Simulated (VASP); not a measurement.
## SnSe: band structure with r2SCAN+rVV10

SnSe:

```xyz
2
Lattice="0.0000 2.9954 2.9954 2.9954 0.0000 2.9954 2.9954 2.9954 0.0000" Properties=species:S:1:pos:R:3 pbc="T T T"
Sn    0.0000    0.0000    0.0000
Se    2.9954    2.9954    2.9954
```

Measurements of this composition are mostly on another form, of space group No. 62.

| Quantity | Value |
| --- | --- |
| Program | VASP 6.6.1 |
| Task | band structure |
| Functional | r2SCAN |
| Dispersion | rVV10 |
| Potentials or basis | VASP PAW PBE potentials, release 64 (Sn_d, Se) |
| Cutoff | 520 eV |
| k mesh | 10 × 10 × 10 |
| Occupations | gaussian, width 0.02 eV |
| Spin | no spin polarisation |
| Further INCAR settings | ALGO = Normal; EDIFF = 1e-06 |

| Property | Result |
| --- | --- |
| Pressure | 0.0 GPa |
| Band gap along the path | 0.17 eV, indirect (least direct gap 0.22 eV) |

Levels at the corners of the path, in eV from the valence-band top:
```
point  band 8  band 9  band 10  band 11  band 12  band 13
    Γ   -2.72   -2.72    -2.72     4.38     4.38     4.38
    X   -6.11   -4.22    -4.22     2.97     5.51     5.51
    X   -6.11   -4.22    -4.22     2.97     5.51     5.51
    W   -5.31   -5.31    -1.14     1.41     4.85     4.85
    W   -5.31   -5.31    -1.14     1.41     4.85     4.85
    K   -5.68   -3.71    -2.85     3.26     3.59     5.38
    K   -5.68   -3.71    -2.85     3.26     3.59     5.38
    Γ   -2.72   -2.72    -2.72     4.38     4.38     4.38
    Γ   -2.72   -2.72    -2.72     4.38     4.38     4.38
    L   -2.45   -2.45    -0.07     0.48     1.08     1.08
    L   -2.45   -2.45    -0.07     0.48     1.08     1.08
    U   -5.68   -3.71    -2.85     3.26     3.59     5.38
    U   -5.68   -3.71    -2.85     3.26     3.59     5.38
    W   -5.31   -5.31    -1.14     1.41     4.85     4.85
    W   -5.31   -5.31    -1.14     1.41     4.85     4.85
    L   -2.45   -2.45    -0.07     0.48     1.08     1.08
    L   -2.45   -2.45    -0.07     0.48     1.08     1.08
    K   -5.68   -3.71    -2.85     3.26     3.59     5.38
    U   -5.68   -3.71    -2.85     3.26     3.59     5.38
    X   -6.11   -4.22    -4.22     2.97     5.51     5.51
```

It took 2.3 min on 1 thread of Intel(R) Xeon(R) 6975P-C (Granite Rapids), with other jobs on the host, peak memory 0.33 GiB.

Caveat: the PAW data sets were made with another functional, which shifts forces and pressure a little; spin-orbit coupling is left out, which moves the levels of the heavy elements.
